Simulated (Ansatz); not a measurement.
Runs of Ansatz 0.2.0 on Cd. It takes space group R-3m (No. 166, trigonal). Conventional cell: a = 3.216 Å, b = 3.216 Å, c = 7.348 Å, α = 90.00°, β = 90.00°, γ = 120.00°. Cd (site symmetry -3m) has 12 Cd at 3.07 to 3.22 Å as nearest neighbours. This isn't the form of Cd at room conditions, which is hcp.

```tsv
task	level	potentials or basis	spin	cell	k mesh	cutoff (eV)	smearing	gap on the mesh (eV)	pressure (GPa)
electron localisation function	r2SCAN+D4	SSSP precision PAW	off	cell strained at random at fixed volume	8 × 8 × 8	1361	fermi-dirac 0.1 eV	none	-1.4
single point	r2SCAN+D3(BJ)-ATM	Ansatz PAW	SOC, no magnetisation	cell strained at random at fixed volume	8 × 8 × 8	500	fermi-dirac 0.1 eV	none	-1.6
single point	LDA	SSSP precision PAW	off	as given	10 × 10 × 10	1361	fermi-dirac 0.01 eV	none	(a)
single point	r2SCAN+rVV10	Ansatz PAW	off	volume scaled by 1.15	10 × 10 × 10	500	tetrahedron	none	-6.3
```

Task: Estimate the missing entries.

Result: (a) -4.9.

Caveats: pairwise dispersion overbinds metals, which lowers pressure and volume (some runs); the PAW data sets come from PBE, with cores solved anew for the run's functional, which leaves a small shift of forces and pressure (some runs); with tetrahedron occupations forces and stress needn't match the slope of the energy (some runs).

A k mesh can miss the band edges, and rows without SOC leave out spin-orbit coupling on Cd.

A gap of «none» marks a metal or a gap under the smearing width.
